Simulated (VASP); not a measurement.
# CdS (Fm-3m) in VASP: a series of runs, part 2 of 2

VASP 6.6.1. The steps go on from the part before.

**3. Relaxation of cell and atoms, r2SCAN+rVV10**

File INCAR:

```
SYSTEM = CdS
ALGO = Normal ; BPARAM = 11.95
CPARAM = 0.0093 ; EDIFF = 1E-7
EDIFFG = -0.005 ; ENCUT = 600
IBRION = 2 ; ISIF = 3
ISMEAR = 0 ; IVDW_NL = 2
LASPH = .True. ; LCHARG = .False.
LMIXTAU = .True. ; LREAL = .False.
LUSE_VDW = .True. ; LWAVE = .False.
METAGGA = R2SCAN ; NELM = 100
NSW = 90 ; PREC = Accurate
SIGMA = 0.1
```

File KPOINTS:

```
k-points
0
Gamma
  12 12 12
  0 0 0
```

File POSCAR:

```
CdS
1.0
    0.0000000000      2.7532440000      2.7532440000
    2.7532440000      0.0000000000      2.7532440000
    2.7532440000      2.7532440000      0.0000000000
Cd S
1 1
Direct
    0.0000000000      0.0000000000      0.0000000000
    0.5000000000      0.5000000000      0.5000000000
```

Potentials or basis: VASP PAW PBE potentials, release 64 (Cd, S).

The run is started by

```
> cat potpaw_PBE.64/Cd/POTCAR potpaw_PBE.64/S/POTCAR > POTCAR
> mpirun -np 1 vasp_std > vasp.out
```

OUTCAR:

```text
SYSTEM = CdS
   BPARAM = 11.95
   EDIFF = 1E-7
   EDIFFG = -0.005
   ENCUT = 600
   IBRION = 2
   ISIF = 3
   ISMEAR = 0
   IVDW_NL = 2
   LASPH = .True.
   LREAL = .False.
   METAGGA = R2SCAN
   NELM = 100
   NSW = 90
   PREC = Accurate

 ion  position               nearest neighbor table
   1  0.000  0.000  0.000-   2 2.75   2 2.75   2 2.75   2 2.75   2 2.75   2 2.75
   2  0.500  0.500  0.500-   1 2.75   1 2.75   1 2.75   1 2.75   1 2.75   1 2.75

  LATTYP: Found a face centered cubic cell.
 ALAT       =     5.5064880000

  Lattice vectors:

 A1 = (   0.0000000000,   2.7532440000,   2.7532440000)
 A2 = (   2.7532440000,   0.0000000000,   2.7532440000)
 A3 = (   2.7532440000,   2.7532440000,   0.0000000000)

Analysis of symmetry for initial positions (statically):
=====================================================================
 Subroutine PRICEL returns:
 Original cell was already a primitive cell.

 Routine SETGRP: Setting up the symmetry group for a
 face centered cubic supercell.

 Subroutine GETGRP returns: Found 48 space group operations
 (whereof 48 operations were pure point group operations)
 out of a pool of 48 trial point group operations.

The static configuration has the point symmetry O_h .

Analysis of symmetry for dynamics (positions and initial velocities):
=====================================================================
 Subroutine PRICEL returns:
 Original cell was already a primitive cell.

 Routine SETGRP: Setting up the symmetry group for a
 face centered cubic supercell.

 Subroutine GETGRP returns: Found 48 space group operations
 (whereof 48 operations were pure point group operations)
 out of a pool of 48 trial point group operations.

The dynamic configuration has the point symmetry O_h .

 Subroutine INISYM returns: Found 48 space group operations
 (whereof 48 operations are pure point group operations),
 and found     1 'primitive' translations
[... 137 lines left out ...]

 number of electron      17.9999999 magnetization

 Free energy of the ion-electron system (eV)
  ---------------------------------------------------
  ext. energy  EPLUGINS =         0.00000000
  ---------------------------------------------------
  free energy    TOTEN  =       -29.02611769 eV

  energy without entropy =      -29.02611769  energy(sigma->0) =      -29.02611769

------------------------ aborting loop because EDIFF is reached ----------------------------------------

  FORCE on cell =-STRESS in cart. coord.  units (eV):
  Direction    XX          YY          ZZ          XY          YZ          ZX
  --------------------------------------------------------------------------------------
  -------------------------------------------------------------------------------------
  Total       -0.7469081     -0.7469081     -0.7469081      0.0000000     -0.0000000      0.0000000
  in kB      -28.6690716    -28.6690716    -28.6690716      0.0000000     -0.0000000      0.0000000
  external PRESSURE =     -28.6690716 kB  Pullay stress =       0.0000000 kB
[... 59 lines left out ...]
--------------------------------------- Ionic step        3  -------------------------------------------

 number of electron      17.9999998 magnetization

 Free energy of the ion-electron system (eV)
  ---------------------------------------------------
  ext. energy  EPLUGINS =         0.00000000
  ---------------------------------------------------
  free energy    TOTEN  =       -29.03990374 eV

  energy without entropy =      -29.03990374  energy(sigma->0) =      -29.03990374

 E-fermi :   3.1939     XC(G=0): -11.0891

 val. band max:        2.8183764929   @ k =  -0.2500   0.1667   0.0000
 cond. band min:       3.5324644122   @ k =   0.5000   0.5000   0.0000
 fundamental gap:      0.7140879193
 Fermi energy:         3.1938561279

 k-point     1 :       0.0000    0.0000    0.0000
  band No.  band energies     occupation
      1     -10.5898      2.00000
      2      -5.0410      2.00000
      3      -5.0410      2.00000
      4      -5.0406      2.00000
      5      -5.0406      2.00000
      6      -5.0406      2.00000
      7       2.0299      2.00000
      8       2.0299      2.00000
      9       2.0299      2.00000
     10       4.4089      0.00000
     11      12.5168      0.00000
     12      12.5168      0.00000
     13      12.5168      0.00000
[... 354 lines left out ...]
  band No.  band energies     occupation
      1      -9.4336      2.00000
      2      -5.3248      2.00000
      3      -5.2590      2.00000
      4      -5.1438      2.00000
      5      -4.8323      2.00000
      6      -4.7829      2.00000
      7      -1.8951      2.00000
      8       1.3424      2.00000
      9       2.4446      2.00000
     10       7.3154      0.00000
     11       8.4849      0.00000
     12      10.0463      0.00000
     13      11.5857      0.00000

 [... further k-points ...]

------------------------ aborting loop because EDIFF is reached ----------------------------------------

  FORCE on cell =-STRESS in cart. coord.  units (eV):
  Direction    XX          YY          ZZ          XY          YZ          ZX
  --------------------------------------------------------------------------------------
  -------------------------------------------------------------------------------------
  Total        0.0012629      0.0012629      0.0012629      0.0000000      0.0000000     -0.0000000
  in kB        0.0502663      0.0502663      0.0502663      0.0000000      0.0000000     -0.0000000
  external PRESSURE =       0.0502663 kB  Pullay stress =       0.0000000 kB
[... 17 lines left out ...]
  FREE ENERGIE OF THE ION-ELECTRON SYSTEM (eV)
  ---------------------------------------------------
  free  energy   TOTEN  =       -29.0399037430 eV

  energy  without entropy=      -29.0399037408  energy(sigma->0) =      -29.03990374

 reached required accuracy - stopping structural energy minimisation
```

OSZICAR:

```text
N       E                     dE             d eps       ncg     rms          rms(c)
DAV:   1     0.957631507195E+02    0.95763E+02   -0.10493E+04  1904   0.150E+03
DAV:   2    -0.289314353462E+02   -0.12469E+03   -0.11795E+03  2132   0.321E+02
DAV:   3    -0.340836862513E+02   -0.51523E+01   -0.51153E+01  2247   0.685E+01
DAV:   4    -0.341155206148E+02   -0.31834E-01   -0.31828E-01  2062   0.538E+00
[... 44 lines left out ...]
DAV:  10    -0.290399040255E+02   -0.15776E-05   -0.12973E-06  2007   0.140E-02    0.275E-03
DAV:  11    -0.290399035789E+02    0.44653E-06   -0.11771E-07  1249   0.426E-03    0.904E-04
DAV:  12    -0.290399038078E+02   -0.22882E-06   -0.42819E-08   936   0.228E-03    0.112E-03
DAV:  13    -0.290399036754E+02    0.13235E-06   -0.12591E-08   936   0.139E-03    0.318E-04
DAV:  14    -0.290399037430E+02   -0.67555E-07   -0.15638E-09   936   0.326E-04
   3 F= -.29039904E+02 E0= -.29039904E+02  d E =-.137861E-01
```

CONTCAR:

```text
CdS
   1.00000000000000
    -0.0000000000000000    2.7201559144217962    2.7201559144217962
     2.7201559144217962   -0.0000000000000000    2.7201559144217962
     2.7201559144217962    2.7201559144217962    0.0000000000000000
  Cd              S
     1     1
Direct
     0.0000000000000000    0.0000000000000000    0.0000000000000000
     0.5000000000000000    0.5000000000000000    0.5000000000000000

  0.00000000E+00  0.00000000E+00  0.00000000E+00
  0.00000000E+00  0.00000000E+00  0.00000000E+00
```

Wall time 6.7 min (1 thread of Intel Xeon Platinum 8488C (Sapphire Rapids), shared host); peak memory 0.35 GiB.

Results:

* Free energy: -29.0399 eV
* Relaxed volume: 20.13 Å³/atom
* Relaxed cell: a = 3.847 Å, b = 3.847 Å, c = 3.847 Å, α = 60.00°, β = 60.00°, γ = 60.00°
* Space group after relaxing (to 0.05 Å): Fm-3m (No. 225)
* Energy gained by relaxing: 6.9 meV/atom
* Ionic steps: 3
* Pressure after relaxing: 0.0 GPa
* Band gap on the k mesh: 0.71 eV, indirect (least direct gap 2.38 eV)

The path:
```
step  energy change (eV)  largest force (eV/Å)  pressure (GPa)  volume (Å³)
   1              0.0000                0.0000           -2.87        41.74
   2             -0.0101                0.0000            1.65        39.53
   3             -0.0138                0.0000            0.01        40.25
```

Final structure:
```yaml
crystal:
  lattice:
    - [0.00000, 2.72016, 2.72016]
    - [2.72016, 0.00000, 2.72016]
    - [2.72016, 2.72016, 0.00000]
  atoms:
    - { symbol: Cd, position: [0.00000, 0.00000, 0.00000] }
    - { symbol: S, position: [0.50000, 0.50000, 0.50000] }
```

Levels at points of the mesh, in eV from the valence-band top:
```
           k point  band 5  band 6  band 7  band 8  band 9  band 10  band 11  band 12  band 13
(0.00, 0.00, 0.00)   -7.86   -7.86   -0.79   -0.79   -0.79     1.59     9.70     9.70     9.70
(0.50, 0.00, 0.00)   -7.65   -7.65   -4.97    0.00    0.00     4.00     6.43     6.43     7.66
(0.50, 0.50, 0.00)   -7.58   -6.83   -4.43   -2.25   -2.25     0.71     6.35    10.79    12.31
```

Caveat: the PAW data sets were made with another functional, which shifts forces and pressure a little. r2SCAN opens gaps a little over a GGA but as a rule still falls short of measured ones.
